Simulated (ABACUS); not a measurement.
# Cu (Cmcm) in ABACUS: reference runs

Aim: a first look at Cu with PBE, on the cell as given and on a disturbed one.

Program: ABACUS 3.10.1. These are calculated values, not measurements. Logs are shortened: lines on timing, memory, paths and dates and some standing lists are left out, and cuts for length are marked.

## (1) Starting point

The structure is orthorhombic, space group Cmcm (No. 63). Conventional cell: a = 2.437 Å, b = 7.953 Å, c = 2.475 Å, α = 90.00°, β = 90.00°, γ = 90.00°. Cu (site symmetry m2m) is surrounded by 10 Cu at 2.44 to 2.54 Å.

This isn't the form of Cu at room conditions, which is fcc.

## (2) Single point, PBE

Input file INPUT:

```
INPUT_PARAMETERS
suffix              Cu
calculation         scf
basis_type          pw
pseudo_dir          ./
symmetry            1
dft_functional      pbe
ecutwfc             92
pseudo_rcut         7
nspin               1
nbands              23
ks_solver           dav
smearing_method     fd
smearing_sigma      0.00367493
scf_thr             1e-08
scf_nmax            100
mixing_type         broyden
mixing_beta         0.7
cal_force           1
cal_stress          1
kpar                4
```

Input file STRU:

```
ATOMIC_SPECIES
Cu 63.5460 Cu.upf

LATTICE_CONSTANT
1.8897261246

LATTICE_VECTORS
1.2184636900 -3.9763780104 0.0000000000
1.2184636900 3.9763780104 0.0000000000
0.0000000000 0.0000000000 2.4754955235

ATOMIC_POSITIONS
Direct

Cu
0.0
2
0.8661333500 0.1338666500 0.7500000000 1 1 1
0.1338666500 0.8661333500 0.2500000000 1 1 1
```

Input file KPT:

```
K_POINTS
0
Gamma
11 11 11 0 0 0
```

Potentials or basis: PseudoDojo NC SR 0.4.1 PBE standard, plane waves.

On the command line:

```console
$ OMP_NUM_THREADS=1 mpirun -np 4 abacus > log
```

running log:

```text
ABACUS v3.10.1

               Atomic-orbital Based Ab-initio Computation at UStc

 ------------------------------------------------------------------------------------

 READING GENERAL INFORMATION
                           global_out_dir = OUT.Cu/
                           global_in_card = INPUT
                               pseudo_dir = ./
                              orbital_dir =
                                    DSIZE = 4
                                    GSIZE = 1

 READING UNITCELL INFORMATION
                                    ntype = 1
                  lattice constant (Bohr) = 1.88973
              lattice constant (Angstrom) = 1

 READING ATOM TYPE 1
                               atom label = Cu
                      L=0, number of zeta = 1
                      L=1, number of zeta = 1
                      L=2, number of zeta = 1
             number of atom for this type = 2

                        TOTAL ATOM NUMBER = 2
DIRECT COORDINATES
    atom                   x                   y                   z     mag                  vx                  vy                  vz
taud_Cu1            0.8661333500        0.1338666500        0.7500000000  0.0000        0.0000000000        0.0000000000        0.0000000000
taud_Cu2            0.1338666500        0.8661333500        0.2500000000  0.0000        0.0000000000        0.0000000000        0.0000000000

                          Volume (Bohr^3) = 161.878
                             Volume (A^3) = 23.9879

 Lattice vectors: (Cartesian coordinate: in unit of a_0)
             +1.21846            -3.97638                  +0
             +1.21846            +3.97638                  +0
                   +0                  +0             +2.4755
 Reciprocal vectors: (Cartesian coordinate: in unit of 2 pi/a_0)
            +0.410353           -0.125743                  +0
            +0.410353           +0.125743                  -0
                   -0                  -0            +0.40396
 The esolver type has been set to : ksdft_pw

                PAO radial cut off (Bohr) = 7

 Read in pseudopotential file is Cu.upf
                     pseudopotential type = NC
          exchange-correlation functional = PBE
                 nonlocal core correction = 1
                        valence electrons = 19
                                     lmax = 2
                           number of zeta = 4
                     number of projectors = 6
                           L of projector = 0
                           L of projector = 0
                           L of projector = 1
                           L of projector = 1
                           L of projector = 2
                           L of projector = 2
     initial pseudo atomic orbital number = 20

 SETUP THE ELECTRONS NUMBER
            electron number of element Cu = 19
      total electron number of element Cu = 38
            AUTOSET number of electrons:  = 38
                           occupied bands = 19
                                   NBANDS = 23
                                   NLOCAL = 18

%%%%%%%%%%%%%%%%%%%%%%%%%%%%%%%%%%%%%%%%%%%%%%%%%%%%%%%%%%%%%%%%%%%%%%%%%%%%%%%%%%%%%%%%%%%%%%%%%%%%%%%%%%
 Warning: the number of valence electrons in pseudopotential > 11 for Cu: [Ar] 3d10 4s1
 Pseudopotentials with additional electrons can yield (more) accurate outcomes, but may be less efficient.
 If you're confident that your chosen pseudopotential is appropriate, you can safely ignore this warning.
%%%%%%%%%%%%%%%%%%%%%%%%%%%%%%%%%%%%%%%%%%%%%%%%%%%%%%%%%%%%%%%%%%%%%%%%%%%%%%%%%%%%%%%%%%%%%%%%%%%%%%%%%%

 SETUP THE PLANE WAVE BASIS
 energy cutoff for charge/potential (unit:Ry) = 368
            fft grid for charge/potential = [ 48, 48, 30 ]
                        fft grid division = [ 1, 1, 1 ]
        big fft grid for charge/potential = [ 48, 48, 30 ]
                                     nbxx = 69120
                                     nrxx = 69120

 SETUP PLANE WAVES FOR CHARGE/POTENTIAL
                    number of plane waves = 19223
                         number of sticks = 1007

 PARALLEL PW FOR CHARGE/POTENTIAL
     PROC   COLUMNS(POT)             PW
        1           1007          19223
 --------------- sum -------------------
        1           1007          19223
                            number of |g| = 2708
                                  max |g| = 33.2792
                                  min |g| = 0

----------- Double Check Mixing Parameters Begin ------------
mixing_type: broyden
mixing_beta: 0.7
mixing_gg0: 1
mixing_gg0_min: 0.1
mixing_ndim: 8
----------- Double Check Mixing Parameters End ------------

 LATTICE VECTORS: (CARTESIAN COORDINATE: IN UNIT OF A0)
             +1.21846            -3.97638                  +0
             +1.21846            +3.97638                  +0
                   +0                  +0             +2.4755
                       right hand lattice = 1
                                   NORM_A = 4.15887
                                   NORM_B = 4.15887
                                   NORM_C = 2.4755
[... 31 lines left out ...]
                                       C6 = 0
                                       S1 = 3
                                       S3 = 0
                                       S4 = 0
                                       S6 = 0
               POINT GROUP IN SPACE GROUP = D_2h

 SETUP K-POINTS
                                    nspin = 1
                   Input type of k points = Monkhorst-Pack(Gamma)
                                   nkstot = 1331
                       right hand lattice = 1
(for reciprocal lattice: )
                             BRAVAIS TYPE = 11
                     BRAVAIS LATTICE NAME = 11. Orthorhombic C (base-centered)
                                    ibrav = 11
                       right hand lattice = 1
(for k-lattice: )
                             BRAVAIS TYPE = 11
                     BRAVAIS LATTICE NAME = 11. Orthorhombic C (base-centered)
                                    ibrav = 11
                       right hand lattice = 1
                        ROTATION MATRICES = 8
                               nkstot_ibz = 216
K-POINTS REDUCTION ACCORDING TO SYMMETRY
     IBZ    DIRECT_X    DIRECT_Y    DIRECT_Z  WEIGHT  ibz2bz
       1  0.00000000  0.00000000  0.00000000  0.0008       0
       2  0.09090909  0.00000000  0.00000000  0.0030       1
       3  0.18181818  0.00000000  0.00000000  0.0030       2
       4  0.27272727  0.00000000  0.00000000  0.0030       3
       5  0.36363636  0.00000000  0.00000000  0.0030       4
       6  0.45454545  0.00000000  0.00000000  0.0030       5
[... 22 lines left out ...]
      29 -0.27272727  0.36363636  0.00000000  0.0030      40
      30 -0.27272727  0.27272727  0.00000000  0.0015      41
[... 186 further k points ...]

                               nkstot now = 216
[... K-POINTS DIRECT COORDINATES: 216 rows ...]

           k-point number in this process = 54
       minimum distributed K point number = 54
[... stars of the k points ...]

[... K-POINTS CARTESIAN COORDINATES: 54 rows ...]

[... K-POINTS DIRECT COORDINATES: 54 rows ...]

 SETUP PLANE WAVES FOR WAVE FUNCTIONS
     energy cutoff for wavefunc (unit:Ry) = 92
              fft grid for wave functions = [ 48, 48, 30 ]
                    number of plane waves = 3463
                         number of sticks = 319

 PARALLEL PW FOR WAVE FUNCTIONS
     PROC   COLUMNS(POT)             PW
        1            319           3463
 --------------- sum -------------------
        1            319           3463

 SETUP NONLOCAL PSEUDOPOTENTIALS IN PLANE WAVE BASIS
 Cu non-local projectors:
 projector 1 L=0
 projector 2 L=0
 projector 3 L=1
 projector 4 L=1
 projector 5 L=2
 projector 6 L=2
      TOTAL NUMBER OF NONLOCAL PROJECTORS = 36

 Init Non-Local PseudoPotential table :
 Init Non-Local-Pseudopotential done.

                                     npwx = 2430

 Make real space PAO into reciprocal space.
       max mesh points in Pseudopotential = 701
     dq(describe PAO in reciprocal space) = 0.01
                                    max q = 1155

 number of pseudo atomic orbitals for Cu is 4
WARNING: norm of atomic wavefunction # 3 of atomic type Cu is 0.99994, renormalized
WARNING: norm of atomic wavefunction # 4 of atomic type Cu is 0.995767, renormalized

 -------------------------------------------
 SELF-CONSISTENT
 -------------------------------------------
                                 init_chg = atomic

 PW ALGORITHM --------------- ION=   1  ELEC=   1--------------------------------

 Density error is 0.526821223277
                          Error Threshold = 0.01
----------------------------------------------------------
     Energy           Rydberg                 eV
----------------------------------------------------------
 E_KohnSham     -758.1654484826      -10315.3701260893
 E_Harris       -777.2079584731      -10574.4567661820
 E_Fermi        1.3607911650         18.5145136325
----------------------------------------------------------
[... 99 lines left out ...]
 Density error is 8.75578368204e-11
                          Error Threshold = 2.71540440687e-11
----------------------------------------------------------
     Energy           Rydberg                 eV
----------------------------------------------------------
 E_KohnSham     -758.4221069098      -10318.8621431382
 E_KS(sigma->0) -758.4219528392      -10318.8600469003
 E_Harris       -758.4222801872      -10318.8645006990
 E_band         -52.0758557710       -708.5283667113
 E_one_elec     -418.3849173385      -5692.4188330622
 E_Hartree      231.4034794188       3148.4058571212
 E_xc           -93.3227104735       -1269.7206152443
 E_Ewald        -478.1176503754      -6505.1243594770
 E_entropy(-TS) -0.0003081412        -0.0041924758
 E_descf        0.0000000000         0.0000000000
 E_exx          0.0000000000         0.0000000000
 E_Fermi        1.2546332993         17.0701617714
----------------------------------------------------------

 charge density convergence is achieved
 final etot is -10318.862143 eV
 EFERMI = 17.070161771 eV

 STATE ENERGY(eV) AND OCCUPATIONS    NSPIN == 1
 1/54 kpoint (Cartesian) = 0.0000 0.0000 0.0000 (2375 pws)
       1       -95.5480     0.00150263
       2       -95.5296     0.00150263
       3       -53.0218     0.00150263
       4       -52.9314     0.00150263
       5       -52.8981     0.00150263
       6       -52.8941     0.00150263
[... 140 lines left out ...]
      22        24.1007    5.15452e-64
      23        29.2512        0.00000

[... levels at 48 further k points ...]

------------------------------------------------------------------------------------------
 TOTAL-FORCE (eV/Angstrom)
------------------------------------------------------------------------------------------
                       Cu1         0.0000000000        -0.0448938212         0.0000000000
                       Cu2         0.0000000000         0.0448938212         0.0000000000
------------------------------------------------------------------------------------------

----------------------------------------------------------------
 TOTAL-STRESS (KBAR)
----------------------------------------------------------------
        66.4275633104         0.0000000000         0.0000000000
         0.0000000000        59.4748365971        -0.0000000000
         0.0000000000         0.0000000000        70.3042889952
----------------------------------------------------------------
 TOTAL-PRESSURE: 65.402230 KBAR

 --------------------------------------------
 !FINAL_ETOT_IS -10318.8621431381598086 eV
 --------------------------------------------
```

Wall time 56 s (4 MPI ranks of AMD EPYC 7R43 (Zen 3), shared host); peak memory 0.48 GiB.

What came out:

```
Free energy            : -10318.8621 eV
Pressure               : 6.5 GPa
Largest force          : 0.045 eV/Å
Band gap on the k mesh : none (metal or under the smearing width)
```

Forces in eV/Å, atoms in the order of the input:
```
Cu   0.000 -0.045  0.000
Cu   0.000  0.045  0.000
```

Stress tensor (GPa, compression positive):
```
6.64 0.00 0.00
0.00 5.95 0.00
0.00 0.00 7.03
```

Levels at points of the mesh, in eV from the Fermi level:
```
           k point  band 15  band 16  band 17  band 18  band 19  band 20  band 21
(0.00, 0.00, 0.00)    -2.29    -1.97    -1.77    -1.63    -1.38    -0.15     4.77
```

## (3) Single point, PBE (atoms moved at random, drawn with an rms of 0.05 Å)

Changes to INPUT since step 2:

```diff
@@ -20,2 +20,4 @@
 cal_stress          1
-kpar                4
+out_chg             1
+out_pot             2
+out_elf             1
```

Changes to STRU since step 2:

```diff
@@ -17,3 +17,3 @@
 2
-0.8661333500 0.1338666500 0.7500000000 1 1 1
-0.1338666500 0.8661333500 0.2500000000 1 1 1
+0.8711190000 0.1333070000 0.7399220000 1 1 1
+0.1350420000 0.8851840000 0.2469580000 1 1 1
```

KPT is that of step 2.

Potentials or basis: PseudoDojo NC SR 0.4.1 PBE standard, plane waves.

On the command line:

```console
$ OMP_NUM_THREADS=1 mpirun -np 4 abacus > log
```

running log:

```text
ABACUS v3.10.1

               Atomic-orbital Based Ab-initio Computation at UStc

 ------------------------------------------------------------------------------------

 READING GENERAL INFORMATION
                           global_out_dir = OUT.Cu/
                           global_in_card = INPUT
                               pseudo_dir = ./
                              orbital_dir =
                                    DSIZE = 4
                                    GSIZE = 1

 READING UNITCELL INFORMATION
                                    ntype = 1
                  lattice constant (Bohr) = 1.88973
              lattice constant (Angstrom) = 1

 READING ATOM TYPE 1
                               atom label = Cu
                      L=0, number of zeta = 1
                      L=1, number of zeta = 1
[... 353 lines left out ...]
 1/666 kpoint (Cartesian) = 0.0000 0.0000 0.0000 (591 pws)
       1       -95.5438     0.00150263
       2       -95.5241     0.00150263
       3       -53.0298     0.00150263
       4       -52.9298     0.00150263
       5       -52.8945     0.00150263
       6       -52.8901     0.00150263
[... 140 lines left out ...]
      22        23.8576    2.72439e-62
      23        29.0004        0.00000

[... levels at 660 further k points ...]

------------------------------------------------------------------------------------------
 TOTAL-FORCE (eV/Angstrom)
------------------------------------------------------------------------------------------
                       Cu1         0.0055706484         0.7637469802         0.0559083183
                       Cu2        -0.0055706484        -0.7637469802        -0.0559083183
------------------------------------------------------------------------------------------

----------------------------------------------------------------
 TOTAL-STRESS (KBAR)
----------------------------------------------------------------
        44.7529444040        -5.5285227323         0.0461399775
        -5.5285227323        79.7212248676         1.7574743963
         0.0461399775         1.7574743963        73.5565802330
----------------------------------------------------------------
 TOTAL-PRESSURE: 66.010250 KBAR

 --------------------------------------------
 !FINAL_ETOT_IS -10318.8284604878972459 eV
 --------------------------------------------
```

It took 3.8 min on 4 MPI ranks of AMD EPYC 7R43 (Zen 3), shared host; peak memory 0.84 GiB.

Results:

- Free energy: -10318.8285 eV
- Pressure: 6.6 GPa
- Largest force: 0.766 eV/Å
- Band gap on the k mesh: none (metal or under the smearing width)

Forces in eV/Å, atoms in the order of the input:
```
Cu   0.006  0.764  0.056
Cu  -0.006 -0.764 -0.056
```

Stress tensor (GPa, compression positive):
```
 4.48 -0.55  0.00
-0.55  7.97  0.18
 0.00  0.18  7.36
```

Levels at points of the mesh, in eV from the Fermi level:
```tsv
k point	band 17	band 18	band 19	band 20	band 21
(0.00, 0.00, 0.00)	-1.70	-1.65	-1.34	-0.23	4.84
```
